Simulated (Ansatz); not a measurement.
PbF2 (Fluorocronite):

```xyz
3
Lattice="0.0000 2.9637 2.9637 2.9637 0.0000 2.9637 2.9637 2.9637 0.0000" Properties=species:S:1:pos:R:3 pbc="T T T"
Pb    0.0000    0.0000    0.0000
F     4.4455    4.4455    4.4455
F     1.4818    1.4818    1.4818
```

Base run:

```yaml
Program: Ansatz 0.2.0
Functional: PBE0 form with a typed share of exact exchange
Potentials_or_basis: Ansatz PAW
Cutoff: "420 eV (not typed: the program's choice for these potentials)"
k_mesh: 5 × 5 × 5
Occupations: fermi-dirac, width 0.05 eV
Spin: no spin polarisation
```

Its results: band gap on the k mesh 7.39 eV, indirect (least direct gap 7.66 eV); pressure 0.1 GPa.

Task: The run is repeated on the same cell with these changes: share of exact exchange from 0.35 to 0.5. What comes out?

Result: Band gap on the k mesh 8.62 eV, indirect (least direct gap 8.90 eV); pressure -0.8 GPa.

Caveats: odd divisions of the mesh miss points on the zone boundary, where band edges often lie, so the gap on the mesh can be too wide; spin-orbit coupling is left out, which as a rule narrows the gap of such compounds by several tenths of an eV; the PAW data sets come from PBE, with cores solved anew for the run's functional, which leaves a small shift of forces and pressure; the thresholds are loose for stress.

A k mesh can miss the band edges.
